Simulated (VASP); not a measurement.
**KI: single point with LDA**

**The experiment to reproduce.**

From a printed reference work, monograph, for a bulk crystal of KI: band gap 6.32 eV.

The system is KI.

```
K I
1.0
     0.00000    3.41093    3.41093
     3.41093    0.00000    3.41093
     3.41093    3.41093    0.00000
K I
1 1
Cartesian
  0.0000 0.0000 0.0000
  3.4109 3.4109 3.4109
```

```yaml
Program: VASP 6.6.1
Task: single point
Functional: LDA
Potentials_or_basis: VASP PAW LDA potentials, release 64 (K_sv, I)
Cutoff: 520 eV
k_mesh: 6 × 6 × 6
Occupations: gaussian, width 0.05 eV
Spin: no spin polarisation
Dipole_correction: no
Further_INCAR_settings: ALGO = Normal; EDIFF = 1e-06; NBANDS = 15
```

- Pressure: 0.0 GPa
- Band gap on the k mesh: 3.87 eV

Levels at points of the mesh, in eV from the valence-band top:
```
           k point  band 4  band 5  band 6  band 7  band 8  band 9  band 10  band 11  band 12  band 13
(0.00, 0.00, 0.00)  -11.72  -10.75    0.00    0.00    0.00    3.87     6.22     6.22     6.22     7.05
(0.50, 0.00, 0.00)  -11.73  -10.25   -1.65   -0.46   -0.46    5.36     7.72     8.18     8.18     8.63
(0.50, 0.50, 0.00)  -11.76  -10.55   -1.21   -0.44   -0.44    4.49     5.73     8.04     8.85     9.04
```

Wall time 48 s on 1 thread of Intel Xeon 8259CL, on a shared host, peak memory 0.18 GiB.

Against the measured gap of KI, 6.32 eV (a printed reference work, monograph), the calculated 3.87 eV is off by -2.45 eV. Spin-orbit coupling on I is left out. The value is that of LDA, without temperature or zero-point motion. Semilocal functionals fall short of measured gaps as a rule.

Caveat: spin-orbit coupling is left out, which moves the levels of the heavy elements.
